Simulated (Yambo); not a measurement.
**PbSe (Clausthalite) in Yambo: convergence with bands in self energy**

Crystal: PbSe (Clausthalite).

```xyz
2
Lattice="0.0000 3.0606 3.0606 3.0606 0.0000 3.0606 3.0606 3.0606 0.0000" Properties=species:S:1:pos:R:3 pbc="T T T"
Pb    0.0000    0.0000    0.0000
Se    3.0606    3.0606    3.0606
```

- Program: Yambo 5.3.0
- Task: G0W0 quasiparticle levels
- Functional: LDA
- Potentials or basis: PseudoDojo 0.4.1 SR LDA stringent
- Cutoff: 1415 eV
- Density cutoff: 5660 eV
- k mesh: 4 × 4 × 4
- Occupations: fixed
- Spin: no spin polarisation
- k mesh of the self-consistent run: 8 × 8 × 8
- Form of the LDA: PW92
- Random integration of the Coulomb term: yes
- Direction of the field or of q to 0: x + y + z
- Broadening: 0.1 eV
- States corrected: Γ and the k points of the band edges
- Frequency dependence of W: plasmon pole
- Terminator of the band sum in the self-energy: none
- Quasiparticle equation: linearised (Newton)
- Imaginary frequency of the plasmon-pole fit: 27.2114 eV
- Bands in the response: 143
- Bands in the self-energy: 43
- Cutoff of the response matrix: 18 Ry
- Cutoff of exchange and Vxc: 104 Ry
- Bands corrected (first, last): [23, 24]

These are the settings of the first run; the series varies bands in self energy, with any setting tied to it.

Problem. The values tried are 43, 63, 103, 143, loosest first. From which on does the quasiparticle gap at the points computed stay within 0.05 eV of the tightest run that finished?

Solution. From 103 on.

| bands in self energy | quasiparticle gap at the points computed (eV) |
| --- | --- |
| 43 | 0.011 |
| 63 | 0.162 |
| 103 | 0.274 |
| 143 | 0.310 |

The tightest run that finished is the yardstick and may itself not be fully converged.

Caveat, for the tightest run too: the k mesh is coarse (spacing up to 0.44 Å⁻¹), so the values aren't converged; this version prints the column dSc/dw multiplied by 27.2; spin-orbit coupling is left out, which as a rule narrows the gap of such compounds by several tenths of an eV.
